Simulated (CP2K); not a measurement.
**CdSe in CP2K: the effect of functional**

The system is CdSe.

```xyz
2
Lattice="4.3420 0.0000 0.0000 2.1710 3.7603 0.0000 2.1710 1.2534 3.5452" Properties=species:S:1:pos:R:3 pbc="T T T"
Cd    0.0000    0.0000    0.0000
Se    2.1710    1.2534    0.8863
```

Measurements of this composition are mostly on another form, of space group No. 186.

Alike in all runs:

| Item | Value |
| --- | --- |
| Program | CP2K 2026.2 |
| Task | band structure |
| Potentials or basis | POTENTIAL_UZH Cd GTH-PBE-q12, Se GTH-PBE-q6; TZVP-MOLOPT-PBE-GTH basis |
| Density cutoff | 9184 eV |
| k mesh | 8 × 8 × 8 |
| Occupations | fermi-dirac, width 0.05 eV |
| Spin | no spin polarisation |

| functional | gap on the mesh (eV) | pressure (GPa) |
| --- | --- | --- |
| PBE | 0.55 | 1.8 |
| LDA | 0.26 | -1.6 |
| rev-vdW-DF2 | 0.42 | 1.2 |
| RPBE | ? | ? |
| PW91 | 0.52 | 1.7 |
| r2SCAN | 0.68 | -0.7 |

Problem. What does the run with functional RPBE give?

Solution. gap on the mesh 0.70 eV; pressure 3.2 GPa.

Caveats: the basis of atomic orbitals isn't converged, which shifts pressures, moduli and gaps; the potentials were made for another functional, which shifts forces and pressure (some runs).

